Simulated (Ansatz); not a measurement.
KF (rocksalt), relaxed with r2SCAN in the plane-wave code Ansatz: it is cubic, Fm-3m (No. 225); conventional cell a = 5.318 Å, 18.80 Å³ an atom. Around K lie 6 F at 2.66 Å; around F lie 6 K at 2.66 Å. The cell was then strained (x, y and z are the cube axes), with the atoms relaxed again; stress is positive in compression. No spin polarisation and no zero-point or thermal motion.

- Uniaxial -0.5 % along z, other directions held: r2SCAN's stress changes by +0.40 GPa along the strain and +0.07 GPa across it.
- Isotropic +1.0 % on every length: the pressure changes by -0.98 GPa, and the HSE06 gap (Γ) goes from 8.263 to 8.094 eV.
- Epitaxial strain of -1.53 % in the (001) plane: the free normal strain is +0.58 % and the in-plane stress changes by +1.48 GPa.
- Uniaxial strain of -0.5 % along [111], atoms relaxed: the xy stress changes by +0.040 GPa.

Question: Estimate C₁₁, C₁₂ and the bulk modulus from the uniaxial step.

Answer: With compression positive, C₁₁ ≈ −Δσ∥/ε = (-0.40)/(-0.0050) = 80 GPa and C₁₂ ≈ (-0.07)/(-0.0050) = 14 GPa; B = (C₁₁ + 2C₁₂)/3 = 36 GPa. A one-sided step carries third-order terms: it reads high by some per cent.

Question: What bulk modulus does the isotropic step give?

Answer: Δ ln V = 3 ln(1.0100) = +0.0299, so B ≈ −ΔP/Δ ln V = 33 GPa, against 36 GPa from C₁₁ and C₁₂; one-sided steps of finite size carry third-order terms.

Question: Give the volume deformation potential of that gap and its pressure coefficient.

Answer: a_V = ΔE_g/Δ ln V = (-0.169)/(+0.0299) = -5.66 eV; dE_g/dP = −a_V/B = +172 meV/GPa, with HSE06's gap and r2SCAN's modulus.

Question: What do the film's normal strain and stress say about the elastic constants?

Answer: ε⊥/ε∥ = (+0.0058)/(-0.0153) = -0.38, which linear elasticity sets to −2C₁₂/C₁₁ = -0.35 from the uniaxial step. The biaxial modulus is M = −Δσ/ε∥ = 97 GPa (C₁₁ + C₁₂ − 2C₁₂²/C₁₁ = 89 GPa).

Question: How much elastic energy does the film store, with 18.80 Å³ an atom?

Answer: u = M ε∥² = −Δσ ε∥ = -1.48 × (-0.0153) = 0.0226 GPa, and 1 GPa Å³ is 6.2415 meV: 2.66 meV an atom. The total energies of the two runs differ by 2.56 meV an atom.

Question: Estimate C₄₄.

Answer: A strain ε along [111] has ε_xy = ε/3 = -0.00167, an engineering shear of 2ε/3, so C₄₄ ≈ −Δσ_xy/(2ε/3) = 12 GPa, atoms relaxed.

The meshes of the hybrids are coarse, so their gaps aren't converged to the digits shown.
